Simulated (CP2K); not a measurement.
Runs of CP2K 2026.2 on Sr. It takes space group Fm-3m (No. 225, cubic). Conventional cell: a = 6.085 Å, b = 6.085 Å, c = 6.085 Å, α = 90.00°, β = 90.00°, γ = 90.00°. Sr (site symmetry m-3m) has 12 Sr at 4.30 Å as nearest neighbours. 

```csv
level,cutoff of the non-local correlation (Ry),gap on the mesh (eV),pressure (GPa)
optB88-vdW,300,none,-0.8
MS2,-,none,0.0
PBEsol,-,none,-0.9
LDA,-,none,(a)
revPBE,-,none,0.2
PBE,-,none,(b)
BLYP,-,none,0.0
```

Alike in all rows: task band structure; potentials or basis POTENTIAL_UZH Sr GTH-PBE-q10; TZVP-MOLOPT-PBE-GTH basis; no spin polarisation; cell as given; k mesh 8 × 8 × 8; smearing fermi-dirac 0.05 eV.

Q: Fill in the values left out.

A: (a) -1.5; (b) -0.3.

Caveats: the basis of atomic orbitals isn't converged, which shifts pressures, moduli and gaps; the potentials were made for another functional, which shifts forces and pressure (some runs).

A k mesh can miss the band edges, and the runs leave out spin-orbit coupling on Sr.

A gap of «none» marks a metal or a gap under the smearing width.
